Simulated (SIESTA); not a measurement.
# SnO under changes of volume

One of the cells (17.769 Å³/atom); the others are scaled copies at fixed shape and fractional positions:

```
CELL_PARAMETERS angstrom
3.81370 0.00000 0.00000
0.00000 3.81370 0.00000
0.00000 0.00000 4.88691
ATOMIC_POSITIONS crystal
Sn 0.50000 0.00000 0.76463
Sn 0.00000 0.50000 0.23537
O 0.00000 0.00000 0.00000
O 0.50000 0.50000 0.00000
```

The cell is a database's computed one.

* Program: SIESTA 5.4.2
* Functional: LDA
* Potentials or basis: PseudoDojo 0.4 standard (LDA files)
* Basis: DZP (energy shift 0.003 Ry; two zetas on semicore shells)
* Grid cutoff: 800 Ry
* Energy shift: 0.003 Ry
* k mesh: 7 × 7 × 6
* Occupations: fermi-dirac, width 0.05 eV
* Spin: no spin polarisation

```tsv
volume (Å³/atom)	energy over the lowest point (meV/atom)	pressure (GPa)	gap on the mesh (eV)	largest force (eV/Å)
16.703	19.46	6.7	0.24	1.333
17.058	7.58	4.0	0.31	0.962
17.414	1.28	1.7	0.38	0.621
17.769	0.00	-0.5	0.45	0.308
18.125	3.15	-2.3	0.51	0.015
18.480	?	?	?	?
18.835	21.01	-5.5	0.63	0.507
```

Task: What does the run at 18.480 Å³/atom give?

Result: Energy over the lowest point 10.31 meV/atom; pressure -4.1 GPa; gap on the mesh 0.57 eV; largest force 0.256 eV/Å.

Worked out: A Birch-Murnaghan fit of order 3 (a polynomial in V^(-2/3)) to the other rows has its minimum at 17.69 Å³/atom with B0 = V·E''(V) = 103 GPa and B' = 4.6 at fixed shape and positions, which overstates the stiffness. It gives 10.31 meV/atom at 18.480 Å³/atom, against the run's 10.31, and -dE/dV = -4.1 GPa, against -4.1. A straight line through the other rows of the gap, of slope 3.26 eV per unit of ln V, gives 0.57 eV, against the run's 0.57.

Energies are extrapolated to zero smearing.

Caveats: spin-orbit coupling is left out, which moves the levels of the heavy elements; an odd mesh through Γ misses points on the zone boundary, where band edges often lie; the basis of atomic orbitals isn't converged, which shifts pressures, moduli and gaps; forces of over 1 eV/Å show positions far from the minimum, so gaps and moduli don't describe the material at rest (some runs).
